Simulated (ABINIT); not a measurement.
Here is an ABINIT 10.8.3 (patched build) calculation.

File run.abi:

```
# Datasets: one volume each
ndtset 7
getwfk -1
scalecart1 3*0.9795861087
scalecart2 3*0.9864848297
scalecart3 3*0.9932883884
scalecart4 3*1.0000000000
scalecart5 3*1.0066227096
scalecart6 3*1.0131594038
scalecart7 3*1.0196128224

# Pseudopotentials
pp_dirpath "./"
pseudos "Pt.upf, Al.upf"

# Structure
acell 3*1.0 Angstrom
rprim
     3.0915460000     0.0000000000     0.0000000000
     0.0000000000     3.0915460000     0.0000000000
     0.0000000000     0.0000000000     3.0915460000
ntypat 2
znucl 78 13
natom 2
typat 1 2
xred
     0.5000000000     0.5000000000     0.5000000000
     0.0000000000     0.0000000000     0.0000000000

# Plane-wave basis
ecut 42.0

# k points
kptopt 1
ngkpt 9 9 9
nshiftk 1
shiftk 0.0 0.0 0.0

# Exchange and correlation
ixc -116133

# Bands and occupations
nband 15
occopt 3
tsmear 0.05 eV

# SCF cycle
nstep 100
tolvrs 1.0e-10

# Output
iomode 3
prtwf 1
prtden 0
prteig 0
prtebands 0
enunit 2
```

Potentials or basis: PseudoDojo NC SR PBEsol v0.4.1 standard.

Run with:

```bash
$ abinit run.abi > log 2>&1
```

Question: What does it give for the bulk modulus?

Answer: 203 GPa.

Question: Predict the equilibrium volume.

Answer: 14.32 Å³/atom.

Question: What does it give for the pressure derivative of the bulk modulus?

Answer: 4.7.

Energy against volume, from the lowest point:
| volume (Å³/atom) | energy (meV/atom) |
| --- | --- |
| 13.888 | 7.82 |
| 14.183 | 0.00 |
| 14.478 | 0.34 |
| 14.774 | 7.95 |
| 15.069 | 22.00 |
| 15.365 | 41.78 |
| 15.660 | 66.63 |

Caveat: pressures at fixed basis lie under the slope of the energies. Spin-orbit coupling is left out, which matters for the levels of Pt.
